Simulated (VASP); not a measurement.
# TiS2 in VASP 6.6.1, single-point calculation

INCAR

```
NBANDS = 19
PREC = Accurate
ISIF = 2
ENCUT = 520
LASPH = .TRUE.
SIGMA = 2
LREAL = .FALSE.
GGA = PE
EDIFF = 1E-7
NSW = 0
NELM = 99
LCHARG = .FALSE.
ISMEAR = 0
IBRION = -1
LWAVE = .FALSE.
```

KPOINTS

```
KPOINTS created by Atomic Simulation Environment
0
Gamma
12 12 4
0 0 0
```

POSCAR

```
Ti S
 1.0000000000000000
     3.2966463242289885    0.0000000000000000    0.0000000000000000
    -1.6483231621144943    2.8549794640748951    0.0000000000000000
     0.0000000000000000    0.0000000000000000    5.7407101476999998
 Ti  S
   1   2
Cartesian
  0.0000000000000000 -0.0000000000000000 -0.0000000000000000
 -0.0000000000000001  1.9033196427165966  1.4486898292587993
  1.6483231621144940  0.9516598213582983  4.2920203184411996
```

The recommended PBE PAW datasets give the neutral cell 24 valence electrons.

Command

```
mpirun -np 1 vasp_std
```

OSZICAR

```
N       E                     dE             d eps       ncg     rms          rms(c)
DAV:   1     0.210157304466E+03    0.21016E+03   -0.11669E+04  2622   0.128E+03
DAV:   2    -0.298150996996E+01   -0.21314E+03   -0.20635E+03  2756   0.341E+02
DAV:   3    -0.228637431986E+02   -0.19882E+02   -0.19266E+02  3733   0.992E+01
DAV:   4    -0.236157823764E+02   -0.75204E+00   -0.74849E+00  3427   0.181E+01
DAV:   5    -0.236411713838E+02   -0.25389E-01   -0.25377E-01  3819   0.315E+00    0.149E+01
DAV:   6    -0.222902664238E+02    0.13509E+01   -0.20816E+01  2967   0.403E+01    0.105E+01
DAV:   7    -0.212161707275E+02    0.10741E+01   -0.98964E+00  3201   0.271E+01    0.583E+00
DAV:   8    -0.210972114020E+02    0.11896E+00   -0.11708E+00  3047   0.964E+00    0.180E+00
DAV:   9    -0.210847635325E+02    0.12448E-01   -0.10619E-01  3112   0.298E+00    0.771E-01
DAV:  10    -0.210841966636E+02    0.56687E-03   -0.12864E-02  3148   0.102E+00    0.226E-01
DAV:  11    -0.210842695160E+02   -0.72852E-04   -0.18434E-03  3090   0.377E-01    0.164E-01
DAV:  12    -0.210841215083E+02    0.14801E-03   -0.20917E-04  3150   0.123E-01    0.801E-02
DAV:  13    -0.210841009555E+02    0.20553E-04   -0.18666E-04  3307   0.114E-01    0.276E-02
DAV:  14    -0.210841003237E+02    0.63186E-06   -0.10020E-05  3162   0.224E-02    0.150E-02
DAV:  15    -0.210841006436E+02   -0.31989E-06   -0.12149E-06  3004   0.664E-03    0.403E-03
DAV:  16    -0.210841005990E+02    0.44585E-07   -0.40530E-07  2990   0.546E-03
   1 F= -.21084101E+02 E0= -.19541818E+02  d E =-.308457E+01
```

It converged. Results: gap between bands v and c on the k mesh -0.12 eV (bands overlap: a metal); least direct gap on the k mesh 0.87 eV; pressure 10.2 GPa; largest force 0.72 eV/Å. Band v is the last that the valence electrons fill when counted band by band, and c is the next.

Task: Find the fault in these files.

Result: Smearing far too wide. On sound settings PBE gives a gap of -0.54 eV on its mesh and a pressure of 6.1 GPa for the intended cell. This run's energy (σ→0) differs from it by 103 meV an atom.
